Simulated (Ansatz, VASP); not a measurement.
## One calculation of GaN, two programs

Contents of INCAR:

```
SYSTEM = GaN
PREC = Accurate
ENCUT = 520
EDIFF = 1E-6
ISMEAR = 0
SIGMA = 0.05
LREAL = .FALSE.
LASPH = .TRUE.
NELM = 60
ALGO = Normal
ISIF = 2
LWAVE = .FALSE.
LCHARG = .FALSE.
GGA = PE
NBANDS = 26
```

Contents of KPOINTS:

```
Automatic mesh
0
G
  12 12 6
  0 0 0
```

File POSCAR:

```
GaN
1.0
    3.1799996605      0.0000000000      0.0000000000
   -1.5899998303      2.7539604900      0.0000000000
    0.0000000000      0.0000000000      5.2951500000
Ga N
2 2
Direct
    0.3333333333      0.6666666667      0.0000000000
    0.6666666667      0.3333333333      0.5000000000
    0.3333333333      0.6666666667      0.3750000000
    0.6666666667      0.3333333333      0.8750000000
```

Input for Ansatz:

```yaml
crystal:
  lattice:
    - [3.1799996605, 0.0, 0.0]
    - [-1.5899998303, 2.75396049, 0.0]
    - [0.0, 0.0, 5.29515]
  atoms:
    - { symbol: Ga, position: [0.3333333333, 0.6666666667, 0.0] }
    - { symbol: Ga, position: [0.6666666667, 0.3333333333, 0.5] }
    - { symbol: "N", position: [0.3333333333, 0.6666666667, 0.375] }
    - { symbol: "N", position: [0.6666666667, 0.3333333333, 0.875] }
basis:
  ecutwfc: 420
kpoints:
  mp_grid: { grid: [12, 12, 6] }
hamiltonian:
  xc: pbe
scf:
  occupations: { method: gaussian, width: 0.05 }
output:
  forces: true
  stress: true
  eigenvalues: true
```

Change from the starting cell: strain +0.000 along x and y, +0.025 along z, atoms carried along.

Alike in both runs: task single point; functional PBE; k mesh 12 × 12 × 6; occupations gaussian, width 0.05 eV; no spin polarisation.

```csv
,VASP,Ansatz
version,VASP 6.6.1,Ansatz 0.2.0
potentials or method,"VASP PAW PBE potentials, release 64 (Ga_d, N)","scalar-relativistic, plane waves, PAW"
plane-wave cutoff (eV),520,420
valence electrons in the cell,36,36
```

|  | VASP | Ansatz | Ansatz less VASP |
| --- | --- | --- | --- |
| gap on the k mesh at the Fermi level (eV) | 1.73 | 1.73 | -0.006 |
| least direct gap on the mesh (eV) | 1.73 | 1.73 | -0.006 |
| pressure (GPa) | 2.7 | 2.6 | -0.10 |
| largest component of the traceless stress (GPa) | 4.70 | 4.72 | +0.022 |
| rms of the force components (eV/Å) | 0.054 | 0.056 | +0.0016 |

Atom by atom the forces differ by 0.002 eV/Å (rms over components). With one functional, cell and mesh, what is left measures potentials, basis and numerics.
